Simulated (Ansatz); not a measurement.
A relaxed cell of Ge is given with its symmetry left out. The cell was found from a structure generator's guess, not taken from experiment.

Theory: DFT PBE, scalar-relativistic, plane waves, PAW in Ansatz. Cutoff 420 eV, Γ-centred mesh, Gaussian smearing, no spin polarisation.

```yaml
crystal:
  lattice:
    - [5.05324, 0.00000, 0.00000]
    - [0.00000, 2.69007, 0.00000]
    - [0.00000, 0.00000, 2.85339]
  atoms:
    - { symbol: Ge, position: [0.25000, 0.00000, 0.71459] }
    - { symbol: Ge, position: [0.75000, 0.00000, 0.28541] }
```

Energies count from the standard state of Ge at the same level.

Task: Find its symmetry and describe it.

Result: Pmma (No. 51). Conventional cell: a = 5.053 Å, b = 2.690 Å, c = 2.853 Å. Ge has 8 Ge at 2.69–3.01 Å.

Task: How far does it lie from the standard state of Ge?

Result: +0.24 eV/atom. So it is a metastable form at best.

Task: Is it a metal?

Result: Yes, bands cross the Fermi level on the 12×12×10 mesh.

The last run used a 12×12×10 mesh (in the run's order of axes) for its 4-atom cell and Gaussian smearing of 0.10 eV. A structure relaxed within its symmetry needn't be a true minimum. Another cell of Ge relaxed alike, in Cmcm, lies 155 meV/atom lower, so this cell isn't the stable form at this level.
